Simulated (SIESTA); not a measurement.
The system is TiO.

```xyz
2
Lattice="3.0310 0.0000 0.0000 -1.5155 2.6249 0.0000 0.0000 0.0000 3.2377" Properties=species:S:1:pos:R:3 pbc="T T T"
Ti    1.5155    0.8750    0.0000
O     0.0000    0.0000    1.6188
```

Base run:

- Program: SIESTA 5.4.2
- Functional: PBEsol
- Potentials or basis: PseudoDojo 0.4 standard (PBEsol files)
- Basis: TZP (energy shift 0.003 Ry; two zetas on semicore shells)
- Grid cutoff: 800 Ry
- Energy shift: 0.003 Ry
- k mesh: 10 × 10 × 8
- Occupations: fermi-dirac, width 0.05 eV
- Spin: no spin polarisation

Its results: band gap on the k mesh none (metal or under the smearing width); pressure -40.3 GPa.

Q: The run is repeated on the same cell with these changes: basis from TZP (energy shift 0.003 Ry; two zetas on semicore shells) to SZ (energy shift 0.003 Ry). What comes out?

A: Band gap on the k mesh none (metal or under the smearing width); pressure -45.3 GPa.

Caveats: a pressure of tens of GPa on the cell as given is suspect, and the run, the potentials or the cell itself is likely at fault; the basis of atomic orbitals isn't converged, which shifts pressures, moduli and gaps; semilocal functionals often make such compounds metallic where correlation or magnetic order opens a gap, which also shifts bond lengths; the basis has no polarisation orbitals (some runs).
